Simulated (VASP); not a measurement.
SnTe: relaxation of cell and atoms with r2SCAN

Crystal: SnTe.

```
Te Sn
1.0
     0.00000    3.15085    3.15085
     3.15085    0.00000    3.15085
     3.15085    3.15085    0.00000
Te Sn
1 1
Cartesian
  3.1509 3.1509 3.1509
  0.0000 0.0000 0.0000
```

```
Program                : VASP 6.6.1
Task                   : relaxation of cell and atoms
Functional             : r2SCAN
Potentials or basis    : VASP PAW PBE potentials, release 64 (Te, Sn_d)
Cutoff                 : 600 eV
k mesh                 : 6 × 6 × 6
Occupations            : gaussian, width 0.02 eV
Spin                   : no spin polarisation
Ladder                 : gaps
Further INCAR settings : ALGO = Normal; EDIFF = 1e-07; IBRION = 2; EDIFFG = -0.005; NSW = 60; ISIF = 3
```

```json
{
 "Relaxed volume": "32.45 Å³/atom",
 "Relaxed cell": "a = 4.511 Å, b = 4.511 Å, c = 4.511 Å, α = 60.00°, β = 60.00°, γ = 60.00°",
 "Space group after relaxing (to 0.05 Å)": "Fm-3m (No. 225)",
 "Energy gained by relaxing": "6.3 meV/atom",
 "Ionic steps": "3",
 "Pressure after relaxing": "0.0 GPa",
 "Band gap on the k mesh": "0.14 eV, direct"
}
```

Step by step:
```
step  energy change (eV)  largest force (eV/Å)  pressure (GPa)  volume (Å³)
   1              0.0000                0.0000            1.76        62.56
   2             -0.0112                0.0000           -0.56        65.73
   3             -0.0126                0.0000            0.00        64.91
```

Final structure:
```xyz
2
Lattice="0.0000 3.1897 3.1897 3.1897 0.0000 3.1897 3.1897 3.1897 0.0000" Properties=species:S:1:pos:R:3 pbc="T T T"
Te    3.1897    3.1897    3.1897
Sn    0.0000    0.0000    0.0000
```

Levels at points of the mesh, in eV from the valence-band top:
```tsv
k point	band 6	band 7	band 8	band 9	band 10	band 11	band 12	band 13	band 14
(0.00, 0.00, 0.00)	-13.21	-4.88	-2.37	-2.37	-2.37	3.36	3.36	3.36	5.04
(0.50, 0.00, 0.00)	-11.94	-8.60	-2.01	-2.01	0.00	0.14	0.34	0.34	8.13
(0.50, 0.50, 0.00)	-11.65	-6.73	-5.70	-3.93	-3.93	2.47	4.94	4.94	6.44
```

Wall time 3.5 min on 1 thread of Intel(R) Xeon(R) Platinum 8259CL CPU @ 2.50GHz (Skylake/Cascade Lake), with other jobs on the host, peak memory 0.24 GiB.

Caveat: the PAW data sets were made with another functional, which shifts forces and pressure a little; spin-orbit coupling is left out, which moves the levels of the heavy elements. A k mesh can miss the band edges.
